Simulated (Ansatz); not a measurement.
A computed series for BaTe: response to strain

Start from BaTe in the rock salt structure (space group Fm-3m, No. 225).

```
BaTe
1.0
    0.00000     3.47069     3.47069
    3.47069     0.00000     3.47069
    3.47069     3.47069     0.00000
Ba Te
1 1
Direct
  0.00000   0.00000   0.00000
  0.50000   0.50000   0.50000
```

Cartesian axes are those of the cell as printed.

Strains are applied to the cell and any free atomic positions relax.

Method: PBEsol (Ansatz, an electronic-structure program), no spin-orbit coupling.

Notes on the quantities. pressure: mean of the normal stresses, compression positive.

```csv
variant,gap character,pressure,volume per atom
base,–,0.00 GPa,41.81 Å³
uniaxial strain ε_zz = −3.00 %,"indirect, Γ → M",1.14 GPa,40.55 Å³
uniaxial strain ε_zz = −2.50 %,"indirect, Γ → M",0.93 GPa,40.76 Å³
uniaxial strain ε_zz = −2.00 %,"indirect, Γ → M",0.72 GPa,40.97 Å³
uniaxial strain ε_zz = −1.00 %,"indirect, Γ → M",0.34 GPa,41.39 Å³
uniaxial strain ε_zz = −0.50 %,"indirect, Γ → M",0.17 GPa,41.60 Å³
uniaxial strain ε_zz = +0.50 %,"indirect, Γ → X",-0.16 GPa,42.02 Å³
uniaxial strain ε_zz = +1.50 %,"indirect, Γ → X",-0.44 GPa,42.43 Å³
uniaxial strain ε_zz = +2.00 %,"indirect, Γ → X",-0.57 GPa,42.64 Å³
uniaxial strain ε_zz = +3.00 %,"indirect, Γ → X",-0.81 GPa,43.06 Å³
```

Spin-orbit coupling, missing from the scalar runs, can matter with Te. Stability against distortions was not tested. Labels are those of the standard path for the cell's own space group.
